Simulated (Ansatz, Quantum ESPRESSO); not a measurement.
This is a calculation of TiNi for Quantum ESPRESSO 7.5. The cell comes from a database or a generator and needn't be the stable form of this composition.

The input pw.in:

```
&CONTROL
  calculation = 'scf'
  prefix = 'pwscf'
  outdir = './tmp'
  pseudo_dir = './pseudo'
  tprnfor = .true.
  tstress = .true.
  disk_io = 'low'
/
&SYSTEM
  ibrav = 0
  celldm(1) = 8
  nat = 2
  ntyp = 2
  ecutwfc = 45
  ecutrho = 360
  nbnd = 25
  occupations = 'smearing'
  smearing = 'fd'
  degauss = 0.00367493
  nspin = 2
  starting_magnetization(1) = 0.0556
  starting_magnetization(2) = 0.0833
/
&ELECTRONS
  conv_thr = 4d-10
  electron_maxstep = 120
  mixing_beta = 0.3
/
ATOMIC_SPECIES
Ni    58.6934 ni_pbesol_v1.4.uspp.F.UPF
Ti    47.8670 ti_pbesol_v1.4.uspp.F.UPF
CELL_PARAMETERS alat
  0.6462398001162   0.0000000000000   0.0000000000000
  0.0000000000000   0.6462398001162   0.0000000000000
  0.0000000000000   0.0000000000000   0.8459855049995
ATOMIC_POSITIONS crystal
Ni     0.0000000000    0.0000000000    0.0000000000
Ti     0.5000000000    0.5000000000    0.5000000000
K_POINTS automatic
10 10 8 0 0 0
```

Contents of pp_density.in:

```
&INPUTPP
  prefix = 'pwscf'
  outdir = './tmp'
  filplot = 'density.dat'
  plot_num = 0
/
&PLOT
  nfile = 1
  filepp(1) = 'density.dat'
  iflag = 3
  output_format = 6
  fileout = 'density.cube'
/
```

File pp_potential.in:

```
&INPUTPP
  prefix = 'pwscf'
  outdir = './tmp'
  filplot = 'potential.dat'
  plot_num = 11
/
&PLOT
  nfile = 1
  filepp(1) = 'potential.dat'
  iflag = 3
  output_format = 6
  fileout = 'potential.cube'
/
```

pp_spin.in

```
&INPUTPP
  prefix = 'pwscf'
  outdir = './tmp'
  filplot = 'spin.dat'
  plot_num = 6
/
&PLOT
  nfile = 1
  filepp(1) = 'spin.dat'
  iflag = 3
  output_format = 6
  fileout = 'spin.cube'
/
```

Potentials or basis: GBRV 1.5 PBEsol.

Launch:

```sh
$ OMP_NUM_THREADS=1 mpirun -n 2 pw.x -nk 2 -in pw.in > pw.out
$ OMP_NUM_THREADS=1 mpirun -n 1 pp.x -in pp_density.in > pp_density.out
$ OMP_NUM_THREADS=1 mpirun -n 1 pp.x -in pp_potential.in > pp_potential.out
$ OMP_NUM_THREADS=1 mpirun -n 1 pp.x -in pp_spin.in > pp_spin.out
```

**Question.** Translate it to Ansatz 0.2.0. Potentials or basis there: Ansatz PAW, cutoff 420 eV.

**Answer.** As run (cutoffs and basis follow the program's own potentials, and thresholds, step limits or extra output files can differ):

File input.yaml:

```yaml
crystal:
  lattice:
    - [2.735803, 0.0, 0.0]
    - [0.0, 2.735803, 0.0]
    - [0.0, 0.0, 3.58141]
  atoms:
    - { symbol: Ni, position: [0.0, 0.0, 0.0], spin: 1.0 }
    - { symbol: Ti, position: [0.5, 0.5, 0.5], spin: 1.0 }
hamiltonian:
  xc: pbesol
  pseudopotentials: { kind: paw }
magnetization:
  spin_polarized: true
kpoints:
  mp_grid: { grid: [10, 10, 8] }
scf:
  occupations: { method: fermi_dirac, width: 0.05 }
output:
  forces: true
  stress: true
  eigenvalues: true
```

Potentials or basis: Ansatz PAW.

Launch:

```bash
$ ansatz run input.yaml --threads 1 --pin off --max-ram 3584MiB --backend cpu --events-out ev --progress --plain --runs-dir out
```

Both were run:

|  | Quantum ESPRESSO | Ansatz |
| --- | --- | --- |
| Pressure | -6.3 GPa | -6.2 GPa |
| Net moment | 0.00 μB per cell | 0.00 μB per cell |
| Absolute moment | 0.00 μB per cell | 0.00 μB per cell |

Ansatz's pressure holds a Pulay term of +0.03 GPa for its cutoff of 420 eV, which the other run lacks.

Ansatz's potentials were made for PBE.

Where Ansatz's input types no cutoff or centring, it takes its own default and a Γ-centred mesh.

The magnetic state is the one that the start led to; the real crystal's order can differ.

Pressure is positive in compression.
